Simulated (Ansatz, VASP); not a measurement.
## Two plane-wave programs on CdTe (lda)

```
Cd Te
1.0
     0.00000    3.20500    3.20500
     3.20500    0.00000    3.20500
     3.20500    3.20500    0.00000
Cd Te
1 1
Cartesian
  0.0000 0.0000 0.0000
  1.6025 1.6025 1.6025
```

Alike in both runs: task relaxation of cell and atoms; functional LDA; k mesh 8 × 8 × 8; occupations gaussian, width 0.02 eV; no spin polarisation.

```csv
,VASP,Ansatz
version,VASP 6.6.1,Ansatz 0.2.0
potentials or method,"VASP PAW LDA potentials, release 64 (Cd, Te)","scalar-relativistic, plane waves, PAW"
plane-wave cutoff (eV),600,420
valence electrons in the cell,18,36
```

```csv
,VASP,Ansatz,Ansatz less VASP
"gap on the k mesh at the Fermi level, each at its own relaxed structure (eV)",0.64,0.61,-0.025
relaxed volume (Å³/atom),33.07,32.89,-0.183
relaxed cell length with the largest relative difference (Å),4.539,4.531,-0.0084
```

The two sets of potentials don't hold the same shells in valence.

Caveats: spin-orbit coupling is left out, which moves the levels of the heavy elements. Expect the measured gap to be larger: semilocal functionals such as LDA lack the derivative discontinuity.
